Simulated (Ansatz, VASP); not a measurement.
Mg3Te: VASP beside Ansatz

The input INCAR:

```
PREC = Accurate ; ENCUT = 520
EDIFF = 1E-6 ; ISMEAR = -1
SIGMA = 0.23 ; LREAL = F
LASPH = T ; NELM = 100
ALGO = Normal ; ISIF = 2
LWAVE = F ; LCHARG = F
GGA = RP ; NBANDS = 14
```

KPOINTS

```
Automatic mesh
0
Gamma
  4 4 4
```

Contents of POSCAR:

```
Mg3Te
1.0
   -2.1393600000      2.1393600000      5.2824880000
    2.1393600000     -2.1393600000      5.2824880000
    2.1393600000      2.1393600000     -5.2824880000
Mg Te
3 1
Direct
    0.5000000000      0.5000000000      0.0000000000
    0.7500000000      0.2500000000      0.5000000000
    0.2500000000      0.7500000000      0.5000000000
    0.0000000000      0.0000000000      0.0000000000
```

Input for Ansatz:

```yaml
crystal:
  lattice:
    - [-2.13936, 2.13936, 5.282488]
    - [2.13936, -2.13936, 5.282488]
    - [2.13936, 2.13936, -5.282488]
  atoms:
    - { symbol: Mg, position: [0.5, 0.5, 0.0] }
    - { symbol: Mg, position: [0.75, 0.25, 0.5] }
    - { symbol: Mg, position: [0.25, 0.75, 0.5] }
    - { symbol: Te, position: [0.0, 0.0, 0.0] }
basis:
  ecutwfc: 420
kpoints:
  mp_grid: { grid: [4, 4, 4] }
hamiltonian:
  xc: rpbe
scf:
  occupations: { method: fermi_dirac, width: 0.23 }
  mixing: { algorithm: msr1 }
  initial_density: { chi_scale: 0, normalization: atom }
  max_iter: 77
output:
  forces: true
  stress: true
  eigenvalues: true
```

Alike in both runs: task single point; functional RPBE; k mesh 4 × 4 × 4; occupations fermi-dirac, width 0.23 eV; no spin polarisation.

```csv
,VASP,Ansatz
version,VASP 6.6.1,Ansatz 0.2.0
potentials or method,"VASP PAW PBE potentials, release 64 (Mg, Te)","scalar-relativistic, plane waves, PAW"
plane-wave cutoff (eV),520,420
valence electrons in the cell,12,46
```

|  | VASP | Ansatz | Ansatz less VASP |
| --- | --- | --- | --- |
| gap on the k mesh at the Fermi level (eV) | none | none | - |
| pressure (GPa) | 1.4 | 1.6 | +0.15 |
| largest component of the traceless stress (GPa) | 1.67 | 1.66 | -0.008 |

A gap of «none» marks a metal or a gap that the smearing closes. The functional is the same, so the differences come from potentials, cutoffs and numerics. The two sets of potentials don't hold the same shells in valence.

Caveats: the k mesh is coarse (spacing up to 0.52 Å⁻¹), so the values aren't converged; the PAW data sets were made with another functional, which shifts forces and pressure a little (VASP). The runs have no spin-orbit coupling, so splittings on Te are missing.
